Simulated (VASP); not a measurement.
**BN: single point with PBE0(alpha)**

BN:

```
CELL_PARAMETERS angstrom
0.00000 1.81300 1.81300
1.81300 0.00000 1.81300
1.81300 1.81300 0.00000
ATOMIC_POSITIONS crystal
N 0.25000 0.25000 0.25000
B 0.00000 0.00000 0.00000
```

The cell is a database's computed one.

```
Program                            : VASP 6.6.1
Task                               : single point
Functional                         : PBE0(alpha)
Potentials or basis                : VASP PAW PBE potentials, release 64 (N, B)
Cutoff                             : 520 eV
k mesh                             : 7 × 7 × 7
Occupations                        : fermi-dirac, width 0.05 eV
Spin                               : no spin polarisation
Share of exact exchange            : 0.25
Grid for exact exchange (PRECFOCK) : Fast
Exchange at q = 0                  : truncated
Further INCAR settings             : ALGO = Normal; EDIFF = 1e-07
```

```yaml
Pressure: -9.0 GPa
Band_gap_on_the_k_mesh: 6.80 eV, indirect (least direct gap 11.27 eV)
```

Levels at points of the mesh, in eV from the valence-band top:
```
           k point  band 1  band 2  band 3  band 4  band 5  band 6  band 7  band 8
(0.00, 0.00, 0.00)  -22.04    0.00    0.00    0.00   11.27   11.27   11.27   12.75
```

It took 100 s on 1 thread of AMD EPYC 9R45 (Zen 5), with other jobs on the host, peak memory 0.08 GiB.

Caveat: the k mesh is coarse (spacing up to 0.43 Å⁻¹), so the values aren't converged, least of all with exact exchange; the PAW data sets were made with another functional, which shifts forces and pressure a little; an odd mesh through Γ misses points on the zone boundary, where band edges often lie.
